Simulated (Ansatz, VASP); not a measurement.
# Two plane-wave programs on ScAl3

```
Sc Al
1.0
    -1.59820    2.26020    4.52039
     1.59820   -2.26020    4.52039
     1.59820    2.26020   -4.52039
Sc Al
1 3
Direct
  0.00000 0.00000 0.00000
  0.50000 0.50000 0.00000
  0.75000 0.25000 0.50000
  0.25000 0.75000 0.50000
```

Alike in both runs: task single point; functional PBE; k mesh 6 × 6 × 6; occupations gaussian, width 0.1 eV; no spin polarisation.

|  | VASP | Ansatz |
| --- | --- | --- |
| version | VASP 6.6.1 | Ansatz 0.2.0 |
| potentials or method | VASP PAW PBE potentials, release 64 (Sc_sv, Al) | scalar-relativistic, plane waves, PAW |
| plane-wave cutoff (eV) | 520 | 420 |
| valence electrons in the cell | 20 | 20 |

VASP gave:

```
gap on the k mesh at the Fermi level (eV)       : none
pressure (GPa)                                  : 10.0
largest component of the traceless stress (GPa) : 6.92
rms of the force components (eV/Å)              : 0.141
```

**Question.** Which values does Ansatz return?

**Answer.** gap on the k mesh at the Fermi level (eV): none; pressure (GPa): 9.9; largest component of the traceless stress (GPa): 6.90; rms of the force components (eV/Å): 0.139.

Atom by atom the forces differ by 0.002 eV/Å (rms over components). A gap of «none» marks a metal or a gap that the smearing closes.

Caveats: the k mesh is coarse (spacing up to 0.40 Å⁻¹), so the values aren't converged.
